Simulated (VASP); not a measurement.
A run of VASP 6.6.1 is set up as follows.

Contents of INCAR:

```
SYSTEM = Au
ALGO = Normal ; CSHIFT = 0.1
EDIFF = 1E-6 ; ENCUT = 520
GGA = PE ; ISIF = 2
ISMEAR = -1 ; LASPH = .TRUE.
LCHARG = .FALSE. ; LOPTICS = .TRUE.
LREAL = .FALSE. ; LWAVE = .FALSE.
NBANDS = 30 ; NEDOS = 2000
NELM = 80 ; PREC = Accurate
SIGMA = 0.05
```

The input KPOINTS:

```
k-points
0
G
  28 28 28
  0 0 0
```

Contents of POSCAR:

```
Au
1.0
    0.0000000000      2.0395000000      2.0395000000
    2.0395000000      0.0000000000      2.0395000000
    2.0395000000      2.0395000000      0.0000000000
Au
1
Direct
    0.0000000000      0.0000000000      0.0000000000
```

Potentials or basis: VASP PAW PBE potentials, release 64 (Au).

Command:

```sh
$ cat potpaw_PBE.64/Au/POTCAR > POTCAR
$ mpirun -np 1 vasp_std > vasp.out
```

Question: What does it give for the pressure?

Answer: 9.2 GPa.

Question: Predict the band gap on the k mesh.

Answer: None (metal or under the smearing width).

Dielectric function (mean over the directions given):
```csv
energy (eV),real part,imaginary part
0.28,8.98,0.03
1.29,10.22,0.28
2.30,11.69,7.19
3.31,5.36,7.42
4.42,3.35,4.92
5.43,3.67,4.39
6.44,3.86,4.70
7.45,2.34,5.37
8.56,1.07,4.18
9.57,0.87,2.99
10.58,1.33,2.43
11.59,1.68,2.56
12.70,1.20,2.75
13.71,1.05,2.27
14.72,1.06,2.09
15.73,1.21,1.83
16.84,1.34,1.79
17.85,1.63,1.69
18.86,2.05,3.11
19.96,0.53,3.01
```

Caveat: independent-particle spectra lack excitons; the intraband (Drude) part of a metal's response may be missing. The run has no spin-orbit coupling, so splittings on Au are missing.
